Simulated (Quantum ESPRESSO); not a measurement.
# AlN: phonons with PBE

The system is AlN.

```xyz
2
Lattice="0.0000 2.1840 2.1840 2.1840 0.0000 2.1840 2.1840 2.1840 0.0000" Properties=species:S:1:pos:R:3 pbc="T T T"
Al    0.0000    0.0000    0.0000
N     1.0920    1.0920    1.0920
```

Measurements of this composition are mostly on another form, of space group No. 186.

- Program: Quantum ESPRESSO 7.5
- Task: phonons
- Functional: PBE
- Potentials or basis: GBRV 1.5 PBE
- Cutoff: 612 eV
- Density cutoff: 4898 eV
- k mesh: 6 × 6 × 6, shifted
- Occupations: fermi-dirac, width 0.05 eV
- Spin: no spin polarisation
- Target pressure: 15 GPa
- Mixing beta: 0.5
- Most SCF iterations: 120
- SCF threshold: 4e-10 Ry

| Item | Value |
| --- | --- |
| Relaxed volume | 9.99 Å³/atom |
| Relaxed cell | a = 3.046 Å, b = 3.046 Å, c = 3.046 Å, α = 60.00°, β = 60.00°, γ = 60.00° |
| Space group after relaxing (to 0.05 Å) | F-43m (No. 216) |
| Pressure after relaxing | 15.0 GPa |
| Electronic dielectric tensor (diagonal) | 4.51 |
| Born charges (mean of the diagonal) | Al +2.55; N -2.55 e |
| Highest phonon frequency at Γ, LO-TO splitting left out | 701 cm⁻¹ |
| Static dielectric tensor (diagonal) | 8.04 |

Step by step:
```
step  energy change (eV)  largest force (eV/Å)  pressure (GPa)  volume (Å³)
   1              0.0000                0.0000            5.36        20.83
   2              0.0688                0.0000           16.97        19.83
   3              0.0525                0.0000           14.89        19.99
   4              0.0533                0.0000           15.00        19.98
```

Final structure:
```
Al N
1.0
     0.00000    2.15379    2.15379
     2.15379    0.00000    2.15379
     2.15379    2.15379    0.00000
Al N
1 1
Cartesian
  0.0000 0.0000 0.0000
  1.0769 1.0769 1.0769
```

Levels at points of the mesh, in eV from the valence-band top:
```tsv
k point	band 2	band 3	band 4	band 5	band 6	band 7
(0.08, 0.08, 0.08)	-0.55	0.00	0.00	5.05	12.61	12.99
```

Phonon frequencies in cm⁻¹ (negative: imaginary):
| q point | frequencies |
| --- | --- |
| (0.000, 0.000, 0.000) | -7 -7 -7 701 701 701 |

Electronic dielectric tensor:
```
4.51 0.00 0.00
0.00 4.51 0.00
0.00 0.00 4.51
```

Born effective charge tensors (e):
atom 1, Al
```
2.55 0.00 0.00
0.00 2.55 0.00
0.00 0.00 2.55
```
atom 2, N
```
-2.55  0.00  0.00
 0.00 -2.55  0.00
 0.00  0.00 -2.55
```

Optical modes at Γ, degenerate ones joined, polar ones without the macroscopic field:
```
cm⁻¹  components  symmetry     active in  IR intensity, summed ((D/Å)²/amu)
 701           3        T2  IR and Raman                              48.69
```

Zone-centre frequencies without and with the macroscopic field along z (cm⁻¹):
```csv
,optical modes in rising order
without,701 701 701
with the field,701 701 936
```

Static dielectric tensor, electrons and zone-centre modes:
```
8.04 0.00 0.00
0.00 8.04 0.00
0.00 0.00 8.04
```

Run time: 43 s on 1 thread of Arm Neoverse V2 (shared host), peak memory 0.05 GiB.

Caveat: the cell is more than 3 GPa from zero pressure, which shifts response properties.
